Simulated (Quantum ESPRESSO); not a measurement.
# Cu (P1) in Quantum ESPRESSO: reference runs

How does Cu come out in PBE? The cell is run as given.

Everything below comes from runs of Quantum ESPRESSO 7.5. Logs are shortened: lines on timing, memory, paths and dates and some standing lists are left out, and cuts for length are marked.

## Step 1: Starting point

The typed cell holds 4 atoms: a = 2.531 Å, b = 2.531 Å, c = 8.262 Å, α = 90.00°, β = 90.00°, γ = 120.00°.

## Step 2: Single point, PBE

The input, pw.in:

```
&CONTROL
  calculation = 'scf'
  prefix = 'pwscf'
  outdir = './tmp'
  pseudo_dir = './pseudo'
  tprnfor = .true.
  tstress = .true.
  disk_io = 'nowf'
/
&SYSTEM
  ibrav = 0
  nat = 4
  ntyp = 1
  ecutwfc = 55
  ecutrho = 440
  nbnd = 31
  occupations = 'smearing'
  smearing = 'fd'
  degauss = 0.00367493
/
&ELECTRONS
  conv_thr = 8d-10
  electron_maxstep = 120
  mixing_beta = 0.5
/
ATOMIC_SPECIES
Cu    63.5460 Cu.paw.z_11.ld1.psl.v1.0.0-low.upf
CELL_PARAMETERS angstrom
   2.5307640300    0.0000000000    0.0000000000
  -1.2653820100    2.1917059400    0.0000000000
   0.0000000000    0.0000000000    8.2618150800
ATOMIC_POSITIONS crystal
Cu     0.9691343500    0.9688922500    0.0558514400
Cu     0.0420626700    0.6114699800    0.2467228400
Cu     0.0768785900    0.0156110700    0.4608272900
Cu     0.9119243900    0.4040267000    0.7365984300
K_POINTS automatic
12 12 4 0 0 0
```

Potentials or basis: SSSP 1.3 efficiency PBE.

Started as:

```
$ OMP_NUM_THREADS=1 pw.x -in pw.in > pw.out
```

pw.out:

```text
This program is part of the open-source Quantum ESPRESSO suite
     for quantum simulation of materials; please cite
         "P. Giannozzi et al., J. Phys.:Condens. Matter 21 395502 (2009);
         "P. Giannozzi et al., J. Phys.:Condens. Matter 29 465901 (2017);
         "P. Giannozzi et al., J. Chem. Phys. 152 154105 (2020);
     in publications or presentations arising from this work. More details at

     file Cu.paw.z_11.ld1.psl.v1.0.0-low.upf: wavefunction(s)  4S 3D renormalized

     G-vector sticks info
     --------------------
     sticks:   dense  smooth     PW     G-vecs:    dense   smooth      PW
     Sum         685     349    109                48081    17101    3041

     Using Slab Decomposition

     bravais-lattice index     =            0
     lattice parameter (alat)  =       4.7825  a.u.
     unit-cell volume          =     309.2474 (a.u.)^3
     number of atoms/cell      =            4
     number of atomic types    =            1
     number of electrons       =        44.00
     number of Kohn-Sham states=           31
     kinetic-energy cutoff     =      55.0000  Ry
     charge density cutoff     =     440.0000  Ry
     scf convergence threshold =      8.0E-10
     mixing beta               =       0.5000
     number of iterations used =            8  plain     mixing
     Exchange-correlation= SLA  PW   PBX  PBC
                           (   1   4   3   4   0   0   0)

     celldm(1)=   4.782451  celldm(2)=   0.000000  celldm(3)=   0.000000
     celldm(4)=   0.000000  celldm(5)=   0.000000  celldm(6)=   0.000000

     crystal axes: (cart. coord. in units of alat)
               a(1) = (   1.000000   0.000000   0.000000 )
               a(2) = (  -0.500000   0.866025   0.000000 )
               a(3) = (   0.000000   0.000000   3.264554 )

     reciprocal axes: (cart. coord. in units 2 pi/alat)
               b(1) = (  1.000000  0.577350 -0.000000 )
               b(2) = (  0.000000  1.154701  0.000000 )
               b(3) = (  0.000000 -0.000000  0.306321 )

     PseudoPot. # 1 for Cu read from file:
     Cu.paw.z_11.ld1.psl.v1.0.0-low.upf
     Pseudo is Projector augmented-wave + core cor, Zval = 11.0
     Generated using &quot;atomic&quot; code by A. Dal Corso  v.6.3MaX
     Shape of augmentation charge: PSQ
     Using radial grid of 1199 points,  6 beta functions with:
                l(1) =   0
                l(2) =   0
                l(3) =   1
                l(4) =   1
                l(5) =   2
                l(6) =   2
     Q(r) pseudized with 0 coefficients

     atomic species   valence    mass     pseudopotential
     Cu               11.00    63.54600     Cu( 1.00)

     No symmetry found

   Cartesian axes

     site n.     atom                  positions (alat units)
         1        Cu     tau(   1) = (   0.4846882   0.8390853   0.1823300  )
         2        Cu     tau(   2) = (  -0.2636723   0.5295485   0.8054400  )
         3        Cu     tau(   3) = (   0.0690731   0.0135196   1.5043954  )
         4        Cu     tau(   4) = (   0.7099110   0.3498974   2.4046651  )

     number of k points=   292  Fermi-Dirac smearing, width (Ry)=  0.0037

     Number of k-points >= 100: set verbosity='high' to print them.

     Dense  grid:    48081 G-vectors     FFT dimensions: (  32,  32, 108)

     Smooth grid:    17101 G-vectors     FFT dimensions: (  24,  24,  75)

     Initial potential from superposition of free atoms

     starting charge      43.9991, renormalised to      44.0000
     Starting wfcs are   36 randomized atomic wfcs

     Self-consistent Calculation

     iteration #  1     ecut=    55.00 Ry     beta= 0.50
     Davidson diagonalization with overlap
     ethr =  1.00E-02,  avg # of iterations =  4.5

     Threshold (ethr) on eigenvalues was too large:
     Diagonalizing with lowered threshold

     Davidson diagonalization with overlap
     ethr =  4.86E-04,  avg # of iterations =  1.6

     total energy              =    -852.04814539 Ry
     estimated scf accuracy    <       0.23496117 Ry

     iteration #  2     ecut=    55.00 Ry     beta= 0.50
     Davidson diagonalization with overlap
     ethr =  5.34E-04,  avg # of iterations =  3.1

     total energy              =    -852.00061273 Ry
     estimated scf accuracy    <       1.04840914 Ry

     iteration #  3     ecut=    55.00 Ry     beta= 0.50
     Davidson diagonalization with overlap
     ethr =  5.34E-04,  avg # of iterations =  3.2

     total energy              =    -852.12762272 Ry
     estimated scf accuracy    <       0.31482463 Ry

     iteration #  4     ecut=    55.00 Ry     beta= 0.50
     Davidson diagonalization with overlap
     ethr =  5.34E-04,  avg # of iterations =  1.1

     total energy              =    -852.15437496 Ry
     estimated scf accuracy    <       0.00573587 Ry

     iteration #  5     ecut=    55.00 Ry     beta= 0.50
     Davidson diagonalization with overlap
     ethr =  1.30E-05,  avg # of iterations =  5.6

     total energy              =    -852.15527163 Ry
     estimated scf accuracy    <       0.00745316 Ry

     iteration #  6     ecut=    55.00 Ry     beta= 0.50
     Davidson diagonalization with overlap
     ethr =  1.30E-05,  avg # of iterations =  2.1

     total energy              =    -852.15561669 Ry
     estimated scf accuracy    <       0.00560004 Ry

     iteration #  7     ecut=    55.00 Ry     beta= 0.50
     Davidson diagonalization with overlap
     ethr =  1.27E-05,  avg # of iterations =  1.0

     total energy              =    -852.15602594 Ry
     estimated scf accuracy    <       0.00020215 Ry

     iteration #  8     ecut=    55.00 Ry     beta= 0.50
     Davidson diagonalization with overlap
     c_bands:  1 eigenvalues not converged
     ethr =  4.59E-07,  avg # of iterations =  2.1

     total energy              =    -852.15605647 Ry
     estimated scf accuracy    <       0.00001880 Ry

     iteration #  9     ecut=    55.00 Ry     beta= 0.50
     Davidson diagonalization with overlap
     ethr =  4.27E-08,  avg # of iterations =  1.3

     total energy              =    -852.15605858 Ry
     estimated scf accuracy    <       0.00000111 Ry

     iteration # 10     ecut=    55.00 Ry     beta= 0.50
     Davidson diagonalization with overlap
     ethr =  2.52E-09,  avg # of iterations =  2.2

     total energy              =    -852.15605879 Ry
     estimated scf accuracy    <       0.00000012 Ry

     iteration # 11     ecut=    55.00 Ry     beta= 0.50
     Davidson diagonalization with overlap
     ethr =  2.84E-10,  avg # of iterations =  2.9

     total energy              =    -852.15605882 Ry
     estimated scf accuracy    <       0.00000002 Ry

     iteration # 12     ecut=    55.00 Ry     beta= 0.50
     Davidson diagonalization with overlap
     ethr =  3.90E-11,  avg # of iterations =  2.9

     total energy              =    -852.15605882 Ry
     estimated scf accuracy    <          3.1E-09 Ry

     iteration # 13     ecut=    55.00 Ry     beta= 0.50
     Davidson diagonalization with overlap
     ethr =  7.12E-12,  avg # of iterations =  2.2

     End of self-consistent calculation

     Number of k-points >= 100: set verbosity='high' to print the bands.

     the Fermi energy is    13.3088 ev

!    total energy              =    -852.15605882 Ry
     total all-electron energy =    -13239.675123 Ry
     estimated scf accuracy    <          5.6E-10 Ry
     smearing contrib. (-TS)   =      -0.00056127 Ry
     internal energy E=F+TS    =    -852.15549755 Ry

     The total energy is F=E-TS. E is the sum of the following terms:
     one-electron contribution =    -152.80574467 Ry
     hartree contribution      =     143.52031654 Ry
     xc contribution           =    -178.86473284 Ry
     ewald contribution        =    -304.58031553 Ry
     one-center paw contrib.   =    -359.42502106 Ry

     convergence has been achieved in  13 iterations

     Forces acting on atoms (cartesian axes, Ry/au):

     atom    1 type  1   force =    -0.09006893    0.09764349   -0.36947558
     atom    2 type  1   force =     0.11640584   -0.15700203    0.17043819
     atom    3 type  1   force =    -0.02293860    0.05848139    0.18841588
     atom    4 type  1   force =    -0.00339831    0.00087716    0.01062151

     Total force =     0.510862     Total SCF correction =     0.000116

     Computing stress (Cartesian axis) and pressure

          total   stress  (Ry/bohr**3)                   (kbar)     P=      376.02
   0.00095029  -0.00114642   0.00056620          139.79     -168.64       83.29
  -0.00114642   0.00200245  -0.00030725         -168.64      294.57      -45.20
   0.00056620  -0.00030725   0.00471576           83.29      -45.20      693.71

=------------------------------------------------------------------------------=
   JOB DONE.
=------------------------------------------------------------------------------=
```

Wall time 5.2 min (1 thread of Intel Xeon Platinum 8488C (Sapphire Rapids), shared host); peak memory 0.49 GiB.

Results:

```yaml
Free_energy: -11594.1738 eV
Pressure: 37.6 GPa
Largest_force: 10.095 eV/Å
Band_gap_on_the_k_mesh: none (metal or under the smearing width)
```

Forces on the atoms (eV/Å):
```
Cu  -2.316  2.511 -9.500
Cu   2.993 -4.037  4.382
Cu  -0.590  1.504  4.844
Cu  -0.087  0.023  0.273
```

Levels at points of the mesh, in eV from the Fermi level:
```tsv
k point	band 18	band 19	band 20	band 21	band 22	band 23	band 24	band 25	band 26	band 27
(0.00, 0.00, 0.00)	-2.25	-2.03	-1.95	-1.82	-1.81	-1.26	-0.45	3.01	11.27	14.32
(0.00, 0.00, -0.50)	-2.27	-2.21	-1.95	-1.89	-1.82	-1.67	-1.19	5.20	8.11	18.60
(0.00, -0.50, 0.00)	-1.59	-1.47	-1.40	-0.47	0.06	0.83	1.14	4.89	4.98	8.83
(0.00, -0.50, -0.50)	-1.74	-1.71	-1.40	-0.29	0.23	0.91	1.11	5.29	5.65	6.95
(0.50, -0.50, 0.00)	-1.62	-1.57	-1.40	-0.19	0.00	0.50	1.10	5.02	5.18	8.67
(-0.50, 0.00, 0.00)	-1.70	-1.47	-1.40	-1.27	1.54	2.02	2.98	3.53	3.65	6.80
(0.50, -0.50, -0.50)	-1.75	-1.71	-1.40	-0.26	0.35	0.66	0.98	5.52	6.05	6.68
(-0.50, 0.00, -0.50)	-1.70	-1.40	-1.30	-0.96	0.49	2.47	2.91	3.99	4.80	5.43
```

Caveat: a pressure of tens of GPa on the cell as given is suspect, and the run, the potentials or the cell itself is likely at fault; forces of over 1 eV/Å show positions far from the minimum, so gaps and moduli don't describe the material at rest.
